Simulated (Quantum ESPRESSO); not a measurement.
## Sb: equation of state with PBEsol

The system is Sb.

```
Sb
1.0
     3.35453    0.00000    0.00000
    -1.67727    2.90511    0.00000
     0.00000    0.00000    5.47016
Sb
2
Direct
  0.66667 0.33333 0.75000
  0.33333 0.66667 0.25000
```

This isn't the form of Sb at room conditions, which is rhombohedral.

* Program: Quantum ESPRESSO 7.5
* Task: equation of state
* Functional: PBEsol
* Potentials or basis: GBRV 1.5 PBEsol
* Cutoff: 612 eV
* Density cutoff: 4898 eV
* k mesh: 9 × 9 × 5
* Occupations: fermi-dirac, width 0.05 eV
* Spin: no spin polarisation
* Mixing beta: 0.5
* Most SCF iterations: 120
* SCF threshold: 4e-10 Ry

```json
{"Equilibrium volume": "26.04 Å³/atom", "Bulk modulus at fixed shape and positions": "66 GPa", "Pressure derivative of the bulk modulus": "4.2"}
```

Energy against volume, from the lowest point:
```tsv
volume (Å³/atom)	energy (meV/atom)
25.055	8.30
25.588	1.65
26.121	0.00
26.654	2.81
27.187	9.59
27.720	19.99
28.253	33.68
```

All runs of the series together: 94 s on 2 threads of Arm Neoverse V1, on a shared host.

Caveat: the cell was scaled at fixed shape and fractional positions, which overstates the stiffness of a crystal with free parameters, most of all of layers and chains. Spin-orbit coupling is left out, which matters for the levels of Sb.
